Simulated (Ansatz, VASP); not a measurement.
ZnS, level by level in two programs

```xyz
2
Lattice="0.0000 2.6655 2.6655 2.6655 0.0000 2.6655 2.6655 2.6655 0.0000" Properties=species:S:1:pos:R:3 pbc="T T T"
Zn    3.9982    3.9982    3.9982
S     0.0000    0.0000    0.0000
```

Change from the starting cell: volume scaled by 0.96.

Single points on this cell with VASP 6.6.1 and Ansatz 0.2.0. Each row is one pair of runs. Alike in all rows: spin: off; k mesh: 9 × 9 × 9; smearing: fermi-dirac, width 0.05 eV; VASP's potentials, cutoff: VASP PAW PBE potentials, release 64 (Zn, S), 520 eV.

| level | Ansatz's potentials, cutoff | gap on the k mesh at the Fermi level (eV), VASP | gap on the k mesh at the Fermi level (eV), Ansatz | least direct gap on the mesh (eV), VASP | least direct gap on the mesh (eV), Ansatz | pressure (GPa), VASP | pressure (GPa), Ansatz |
| --- | --- | --- | --- | --- | --- | --- | --- |
| PBE | JTH PAW, 1080 eV | 2.30 | 2.28 | 2.30 | 2.28 | 5.2 | 4.9 |
| PBE | Ansatz PAW, 420 eV | 2.30 | 2.29 | 2.30 | 2.29 | 5.2 | 5.0 |
| PBE | SPMS NC, 816 eV | 2.30 | 2.29 | 2.30 | 2.29 | 5.2 | 5.3 |

Gap on the k mesh at the fermi level (eV): the two programs differ by at most 0.019; least direct gap on the mesh (eV): the two programs differ by at most 0.019; pressure (GPa): the two programs differ by at most 0.25.

Caveats: odd divisions of the mesh miss points on the zone boundary, where band edges often lie, so the gap on the mesh can be too wide (Ansatz).
